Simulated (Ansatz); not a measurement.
# CoO: the cost of one run

Computed with Ansatz 0.2.0 (DFT PBEsol, scalar-relativistic, plane waves, PAW, unless a step's input says otherwise).

2 further runs of the same task are left out: 2 set aside as unsound or not needed.

## Step 1: Starting point

It takes space group P6_3mc (No. 186, hexagonal). The conventional cell has a = 3.050 Å, b = 3.050 Å, c = 5.254 Å, α = 90.00°, β = 90.00°, γ = 120.00°. Around Co (site symmetry 3m) lie 4 O at 1.87 to 1.92 Å. O (site symmetry 3m) is surrounded by 4 Co at 1.87 to 1.92 Å.

Coordinates:

```
CELL_PARAMETERS angstrom
3.05049 0.00000 0.00000
-1.52525 2.64180 0.00000
0.00000 0.00000 5.25354
ATOMIC_POSITIONS crystal
Co 0.00000 0.00000 0.00950
Co 0.33333 0.66667 0.50950
O 0.00000 0.00000 0.36551
O 0.33333 0.66667 0.86549
```

It goes back to an entry of the Materials Project, which need not be the stable form.

This cell was relaxed beforehand with the same method: volume 10.58 Å³/atom, gap on the mesh none (metal), site moments up to 1.9 μB.

## Step 2: The undisturbed cell

The input, input.yaml:

```yaml
crystal:
  lattice:
    - [3.0504927388, 0.0, 0.0]
    - [-1.5252463694, 2.6418042058, 0.0]
    - [0.0, 0.0, 5.2535417971]
  atoms:
    - { symbol: Co, position: [0.0, 0.0, 0.0094969459], spin: -2.08 }
    - { symbol: Co, position: [0.3333333333, 0.6666666667, 0.5095034253], spin: 2.08 }
    - { symbol: O, position: [0.0, 0.0, 0.3655057128], spin: 0.16 }
    - { symbol: O, position: [0.3333333333, 0.6666666667, 0.8654949159], spin: -0.16 }
basis:
  ecutwfc: 420
kpoints:
  mp_grid: { grid: [18, 18, 10] }
hamiltonian:
  xc: pbesol
scf:
  occupations: { method: gaussian, width: 0.15 }
output:
  forces: true
  stress: true
  eigenvalues: true
  populations: true
magnetization:
  spin_polarized: true
```

Run with:

```bash
$ ansatz run input.yaml --threads 2 --pin off --max-ram 5120MiB --backend cpu --events-out ev --progress --plain --runs-dir out
```

What time and memory should one allow on 2 threads of Intel Xeon 6975P-C (Granite Rapids), shared host?

About 35 s, with a peak of 0.95 GiB.
